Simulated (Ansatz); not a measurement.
SnO₂ on the sites of the anatase structure (relaxed group I4_1/amd) was relaxed with 3 functionals in the PAW code Ansatz, cell and atoms free, the symmetry of the start kept (meshes: PBE 10×10×10, r2SCAN 8×8×8, PBEsol 8×8×8). Values at 0 K without nuclear motion; spin polarisation is off, and the phase may be a hypothetical one.

The PBEsol result:
```
Sn O
1.0
    -2.00583    2.00583    5.12441
     2.00583   -2.00583    5.12441
     2.00583    2.00583   -5.12441
Sn O
2 4
Cartesian
  0.0000 0.0000 0.0000
  0.0000 2.0058 2.5622
  0.0000 2.0058 4.6418
  0.0000 0.0000 2.0796
  0.0000 2.0058 0.4826
  0.0000 0.0000 8.1692
```

The symmetry is I4_1/amd (No. 141, tetragonal); conventional cell a = 4.012 Å, c = 10.249 Å, 13.74 Å³ an atom. Around Sn lie 6 O at 2.06–2.08 Å; around O lie 3 Sn at 2.06–2.08 Å.

Task: Order the functionals by the relaxed volume, smallest first.
A. r2SCAN
B. PBEsol
C. PBE

Result: A (13.60 Å³/atom), B (13.74 Å³/atom), C (14.18 Å³/atom).

Task: What lattice does PBE give?

Result: a = 4.053 Å, c = 10.363 Å; the volume differs by +3.2 % from PBEsol's. Around Sn lie 6 O at 2.09–2.10 Å; around O lie 3 Sn at 2.09–2.10 Å.

Task: How does the cell change with r2SCAN?

Result: a = 3.999 Å, c = 10.203 Å; the volume differs by -1.1 % from PBEsol's. Sn is surrounded by 6 O at 2.05–2.08 Å; O is surrounded by 3 Sn at 2.05–2.08 Å.
